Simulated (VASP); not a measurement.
# KBr in VASP: one cell, several levels of theory, part 2 of 2

The system is KBr, a lower-symmetry cell derived from the zincblende prototype, a generated structure that needn't be the ground state.

VASP 6.6.1, plane waves, PAW.

## Step 3: r2SCAN

Contents of INCAR:

```
ENCUT = 520.000000
SIGMA = 0.010000
EDIFF = 1.00e-07
ALGO = Normal
METAGGA = R2SCAN
PREC = Accurate
IBRION = -1
ISIF = 2
ISMEAR = 0
NBANDS = 15
NELM = 120
NSW = 0
LASPH = .TRUE.
LCHARG = .FALSE.
LWAVE = .FALSE.
LREAL = .FALSE.
```

Contents of KPOINTS:

```
KPOINTS created by Atomic Simulation Environment
0
Gamma
6 6 6
0 0 0
```

Contents of KPOINTS_OPT:

```
special points
6
Reciprocal
0.0000000000 0.0000000000 0.0000000000 1
-0.5000000000 -0.5000000000 0.0000000000 1
-0.3750000000 -0.3750000000 0.2500000000 1
-0.3750000000 0.0000000000 0.3750000000 1
0.0000000000 0.0000000000 0.5000000000 1
-0.5000000000 -0.2500000000 0.2500000000 1
```

Contents of POSCAR:

```
K  Br
 1.0000000000000000
     0.0000000000000000    3.7805067765000002    3.4939996361999999
     3.7805067765000002    0.0000000000000000    3.4939996361999999
     3.7805067765000002    3.7805067765000002    0.0000000000000000
 K   Br
   1   1
Cartesian
  0.0000000000000000  0.0000000000000000  0.0000000000000000
  1.8902533882500001  1.8902533882500001  1.7469998180999999
```

Started as:

```console
$ mpirun -np 1 vasp_std
```

Standard output, without the iteration lines:

```text
POSCAR found type information on POSCAR K Br
 POSCAR found :  2 types and       2 ions
 -----------------------------------------------------------------------------
|                                                                             |
|                                                                             |
|     You enforced a specific xc type in the INCAR file but a different       |
|     I HOPE YOU KNOW WHAT YOU ARE DOING!                                     |
|                                                                             |
 -----------------------------------------------------------------------------

 LDA part: xc-table for (None), standard interpolation
 POSCAR, INCAR and KPOINTS ok, starting setup
 FFT: planning ... GRIDC
 FFT: planning ... GRID_SOFT
 FFT: planning ... GRID
 WAVECAR not read
 entering main loop
 Start KPOINTS_OPT (optional k-point list driver)
k-point batch [1-6\6]
```

OSZICAR:

```text
N       E                     dE             d eps       ncg     rms          rms(c)
DAV:   1     0.814349566619E+02    0.81435E+02   -0.66143E+03   900   0.915E+02
DAV:   2    -0.185440845647E+02   -0.99979E+02   -0.92558E+02  1152   0.225E+02
DAV:   3    -0.265156697693E+02   -0.79716E+01   -0.79282E+01  1250   0.545E+01
DAV:   4    -0.269450023901E+02   -0.42933E+00   -0.42916E+00  1492   0.109E+01
DAV:   5    -0.269481392127E+02   -0.31368E-02   -0.31368E-02  1208   0.113E+00    0.300E+00
DAV:   6    -0.229760753549E+02    0.39721E+01   -0.11306E+00  1385   0.855E+00    0.176E+00
DAV:   7    -0.229293629681E+02    0.46712E-01   -0.29616E-01  1229   0.275E+00    0.909E-01
DAV:   8    -0.229499298077E+02   -0.20567E-01   -0.15301E-02  1061   0.923E-01    0.453E-01
DAV:   9    -0.229659134260E+02   -0.15984E-01   -0.10008E-02  1012   0.805E-01    0.167E-01
DAV:  10    -0.229663775135E+02   -0.46409E-03   -0.27632E-04  1293   0.103E-01    0.887E-02
DAV:  11    -0.229673432872E+02   -0.96577E-03   -0.73702E-04   928   0.186E-01    0.131E-02
DAV:  12    -0.229673587585E+02   -0.15471E-04   -0.17116E-05  1278   0.237E-02    0.537E-03
DAV:  13    -0.229673648730E+02   -0.61146E-05   -0.62141E-06   942   0.156E-02    0.198E-03
DAV:  14    -0.229673649479E+02   -0.74862E-07   -0.17879E-07  1257   0.314E-03
   1 F= -.22967365E+02 E0= -.22967365E+02  d E =-.402357E-79
       N       E                     dE             ncg
DAV:   1     0.329277657133E+03   -0.30348E+04      180
DAV:   2    -0.237867631431E+03   -0.56715E+03      229
DAV:   3    -0.278589884408E+03   -0.40722E+02      257
DAV:   4    -0.280981448425E+03   -0.23916E+01      286
DAV:   5    -0.280996287947E+03   -0.14840E-01      250
DAV:   6    -0.280996616659E+03   -0.32871E-03      262
DAV:   7    -0.280996619878E+03   -0.32192E-05      265
DAV:   8    -0.280996620009E+03   -0.13140E-06      223
DAV:   9    -0.280996620012E+03   -0.21807E-08      209
```

OUTCAR, selected sections:

```text
k-points           NKPTS =     30   k-points in BZ     NKDIM =     30   number of bands    NBANDS=     15

   NELECT =      16.0000    total number of electrons

   dimension x,y,z NGX =    40 NGY =   40 NGZ =   40
   dimension x,y,z NGXF=    80 NGYF=   80 NGZF=   80

  energy-cutoff  :      520.00
  volume of cell :       99.87
      direct lattice vectors                 reciprocal lattice vectors
     0.000000000  3.780506777  3.493999636    -0.132257401  0.132257401  0.143102476
     3.780506777  0.000000000  3.493999636     0.132257401 -0.132257401  0.143102476
     3.780506777  3.780506777  0.000000000     0.132257401  0.132257401 -0.143102476

 k-points in reciprocal lattice and weights: KPOINTS created by Atomic Simulation Env
   0.00000000  0.00000000  0.00000000       0.005
   0.16666667  0.00000000  0.00000000       0.037
   0.33333333  0.00000000  0.00000000       0.037
   0.50000000  0.00000000  0.00000000       0.019
   0.16666667  0.16666667  0.00000000       0.009
   0.33333333  0.16666667  0.00000000       0.037
   0.50000000  0.16666667  0.00000000       0.037
  -0.33333333  0.16666667  0.00000000       0.037
[... 22 more k-points ...]

 E-fermi :  -3.3284

 k-point     1 :       0.0000    0.0000    0.0000
  band No.  band energies     occupation
      1     -32.4082      2.00000
      2     -15.8000      2.00000
      3     -15.1381      2.00000
      4     -15.1270      2.00000
      5     -15.1270      2.00000
      6      -3.5132      2.00000
      7      -3.5132      2.00000
      8      -3.4827      2.00000
      9       1.3489      0.00000
     10       5.5944      0.00000
     11       6.1046      0.00000
     12       6.7538      0.00000
     13       6.7538      0.00000
     14       7.0626      0.00000
     15       7.5462      0.00000

 k-point     2 :       0.1667    0.0000    0.0000
  band No.  band energies     occupation
      1     -32.4078      2.00000
      2     -15.8575      2.00000
      3     -15.1365      2.00000
      4     -15.1290      2.00000
      5     -15.0657      2.00000
      6      -3.6167      2.00000
      7      -3.5160      2.00000
      8      -3.4829      2.00000
      9       1.7794      0.00000
     10       5.3863      0.00000
     11       5.7338      0.00000
     12       6.4587      0.00000
     13       6.9008      0.00000
     14       7.2924      0.00000
     15       7.4968      0.00000

 k-point     3 :       0.3333    0.0000    0.0000
  band No.  band energies     occupation
      1     -32.4071      2.00000
      2     -15.9500      2.00000
      3     -15.1388      2.00000
      4     -15.1331      2.00000
      5     -14.9602      2.00000
      6      -3.7998      2.00000
      7      -3.5220      2.00000
      8      -3.4676      2.00000
      9       2.7564      0.00000
     10       5.0484      0.00000
     11       5.2399      0.00000
     12       5.6055      0.00000
     13       6.8988      0.00000
     14       7.1192      0.00000
     15       7.2087      0.00000

 k-point     4 :       0.5000    0.0000    0.0000
  band No.  band energies     occupation
      1     -32.4067      2.00000
      2     -15.9892      2.00000
      3     -15.1401      2.00000
      4     -15.1352      2.00000
      5     -14.9146      2.00000
      6      -3.8761      2.00000
      7      -3.5253      2.00000
      8      -3.4602      2.00000
      9       3.6828      0.00000
     10       4.0135      0.00000
     11       5.2317      0.00000
     12       5.5927      0.00000
     13       6.8045      0.00000
     14       7.0635      0.00000
     15       7.5671      0.00000

 k-point     5 :       0.1667    0.1667    0.0000
  band No.  band energies     occupation
      1     -32.4076      2.00000
      2     -15.8672      2.00000
      3     -15.1316      2.00000
      4     -15.1316      2.00000
      5     -15.0590      2.00000
      6      -3.6207      2.00000
      7      -3.5248      2.00000
      8      -3.5248      2.00000
      9       1.9788      0.00000
     10       5.2474      0.00000
     11       5.8629      0.00000
     12       6.9098      0.00000
     13       6.9998      0.00000
     14       6.9998      0.00000
     15       7.3937      0.00000

 k-point     6 :       0.3333    0.1667    0.0000
  band No.  band energies     occupation
      1     -32.4070      2.00000
      2     -15.9401      2.00000
      3     -15.1385      2.00000
      4     -15.1360      2.00000
      5     -14.9704      2.00000
      6      -3.7618      2.00000
      7      -3.5330      2.00000
      8      -3.5224      2.00000
      9       2.7687      0.00000
     10       4.7497      0.00000
     11       5.7952      0.00000
     12       5.8042      0.00000
     13       6.9413      0.00000
     14       7.1604      0.00000
     15       7.4132      0.00000

 k-point     7 :       0.5000    0.1667    0.0000
  band No.  band energies     occupation
      1     -32.4065      2.00000
      2     -15.9945      2.00000
      3     -15.1460      2.00000
      4     -15.1378      2.00000
      5     -14.9016      2.00000
      6      -3.8324      2.00000
      7      -3.5365      2.00000
      8      -3.5327      2.00000
      9       3.5870      0.00000
     10       4.1494      0.00000
     11       5.4230      0.00000
     12       5.5002      0.00000
     13       7.1374      0.00000
     14       7.1772      0.00000
     15       7.5331      0.00000

 k-point     8 :      -0.3333    0.1667    0.0000
  band No.  band energies     occupation
      1     -32.4067      2.00000
      2     -15.9877      2.00000
      3     -15.1488      2.00000
      4     -15.1352      2.00000
      5     -14.9073      2.00000
      6      -3.7954      2.00000
      7      -3.5437      2.00000
      8      -3.5238      2.00000
      9       3.2109      0.00000
     10       4.4673      0.00000
     11       5.1743      0.00000
     12       5.5648      0.00000
     13       7.2665      0.00000
     14       7.2929      0.00000
     15       7.4651      0.00000

 k-point     9 :      -0.1667    0.1667    0.0000
  band No.  band energies     occupation
      1     -32.4074      2.00000
      2     -15.9241      2.00000
      3     -15.1451      2.00000
      4     -15.1308      2.00000
      5     -14.9833      2.00000
      6      -3.6993      2.00000
      7      -3.5152      2.00000
      8      -3.5113      2.00000
      9       2.3314      0.00000
     10       5.0833      0.00000
     11       5.1661      0.00000
     12       6.0109      0.00000
     13       7.2916      0.00000
     14       7.4337      0.00000
     15       7.6542      0.00000

 k-point    10 :       0.3333    0.3333    0.0000
  band No.  band energies     occupation
      1     -32.4065      2.00000
      2     -15.9704      2.00000
      3     -15.1409      2.00000
      4     -15.1409      2.00000
      5     -14.9324      2.00000
      6      -3.8128      2.00000
      7      -3.5453      2.00000
      8      -3.5453      2.00000
      9       3.0861      0.00000
     10       4.3401      0.00000
     11       5.8461      0.00000
     12       6.5938      0.00000
     13       6.8581      0.00000
     14       6.8581      0.00000
     15       7.9291      0.00000

 k-point    11 :       0.5000    0.3333    0.0000
  band No.  band energies     occupation
      1     -32.4062      2.00000
      2     -16.0064      2.00000
      3     -15.1483      2.00000
      4     -15.1429      2.00000
      5     -14.8840      2.00000
      6      -3.8272      2.00000
      7      -3.5890      2.00000
      8      -3.5471      2.00000
      9       3.2631      0.00000
     10       4.2916      0.00000
     11       5.9094      0.00000
     12       6.1854      0.00000
     13       7.0637      0.00000
     14       7.2399      0.00000
     15       7.5654      0.00000

 k-point    12 :      -0.3333    0.3333    0.0000
  band No.  band energies     occupation
      1     -32.4063      2.00000
      2     -16.0140      2.00000
      3     -15.1544      2.00000
      4     -15.1401      2.00000
      5     -14.8703      2.00000
      6      -3.7287      2.00000
      7      -3.6841      2.00000
      8      -3.5366      2.00000
      9       3.3946      0.00000
     10       4.2775      0.00000
     11       5.5654      0.00000
     12       5.7716      0.00000
     13       7.2746      0.00000
     14       7.3775      0.00000
     15       7.6038      0.00000

[... the tables of k-points 13 to 30 left out ...]

  Total        0.0127327      0.0127327      0.0010674      0.0000000     -0.0000000      0.0000000
  in kB        0.2042576      0.2042576      0.0171236      0.0000000     -0.0000000      0.0000000
  external PRESSURE =       0.1418796 kB  Pullay stress =       0.0000000 kB

 POSITION                                       TOTAL-FORCE (eV/Angst)
 -----------------------------------------------------------------------------------
      0.00000      0.00000      0.00000        -0.000000     -0.000000     -0.000000
      1.89025      1.89025      1.74700         0.000000      0.000000      0.000000
 -----------------------------------------------------------------------------------
    total drift:                               -0.000000     -0.000000      0.000000

  FREE ENERGIE OF THE ION-ELECTRON SYSTEM (eV)
  ---------------------------------------------------
  free  energy   TOTEN  =       -22.9673649479 eV

  energy  without entropy=      -22.9673649479  energy(sigma->0) =      -22.96736495
```

Hardware: 1 MPI rank of Intel Xeon Platinum 8488C, shared host.

The levels at the points of KPOINTS_OPT are read from vasprun.xml.

Levels at the named points, in eV from the top of band v (v: the last filled band by count, c: the next):

| point | v−1 | v | c | c+1 |
| --- | --- | --- | --- | --- |
| Γ | -0.05 | -0.02 | 4.81 | 9.05 |
| X | -0.09 | -0.09 | 6.58 | 7.73 |
| U | -0.19 | -0.08 | 6.77 | 7.73 |
| K | -0.16 | -0.02 | 6.76 | 7.73 |
| L | -0.07 | 0.00 | 7.14 | 7.47 |
| W | -0.22 | -0.07 | 6.75 | 7.74 |

The r2SCAN gap is 4.81 eV and indirect (L to Γ), with 4.83 eV as the least direct one. The pressure is 0.01 GPa; the forces vanish within 0.01 eV/Å.

## Step 4: Results

This closing draws on all 2 parts.

| level | gap (eV) | pressure (GPa) | Ansatz: gap (eV) | Ansatz: pressure (GPa) |
| --- | --- | --- | --- | --- |
| PBE | 4.25 | 0.29 | 4.25 | 0.27 |
| r2SCAN | 4.81 | 0.01 | 4.81 | 0.01 |

**Reading.** The gap runs from 4.25 eV (PBE) to 4.81 eV (r2SCAN). The two programs agree on the gap within 0.01 eV, far less than the spread between functionals. Each program uses its own PAW datasets and cutoff.
